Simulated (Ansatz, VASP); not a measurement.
**Al2Pt in VASP and in Ansatz**

```
CELL_PARAMETERS angstrom
0.00000 2.95500 2.95500
2.95500 0.00000 2.95500
2.95500 2.95500 0.00000
ATOMIC_POSITIONS crystal
Al 0.19750 0.19750 0.19750
Al 0.75000 0.75000 0.75000
Pt 0.05250 0.05250 0.05250
```

Change from the starting cell: shortest bond scaled by 0.58, LAPW.

Alike in both runs: task single point; functional PBE; k mesh 9 × 9 × 9; occupations fermi-dirac, width 0.05 eV; no spin polarisation.

```csv
,VASP,Ansatz
version,VASP 6.6.1,Ansatz 0.2.0
potentials or method,"VASP PAW PBE potentials, release 64 (Al, Pt), cutoff 520 eV","all-electron LAPW, scalar-relativistic"
```

Ansatz gave:

```
pressure (GPa)                                  : 110.4
largest component of the traceless stress (GPa) : 98.64
rms of the force components (eV/Å)              : 32.372
```

Question: Estimate VASP's values.

Answer: Pressure (GPa): 82.8; largest component of the traceless stress (GPa): 70.30; rms of the force components (eV/Å): 23.688.

Atom by atom the forces differ by 8.684 eV/Å (rms over components). Ansatz ran all-electron here, so the differences hold the error of VASP's frozen core and of both bases.

Caveats: the cell as given lies far from equilibrium; so large a pressure means that the cell lies far from this level's equilibrium, or that cutoff or potentials fall short (VASP); forces of over 1 eV/Å show positions far from the minimum, so gaps and moduli don't describe the material at rest. The runs have no spin-orbit coupling, so splittings on Pt are missing.
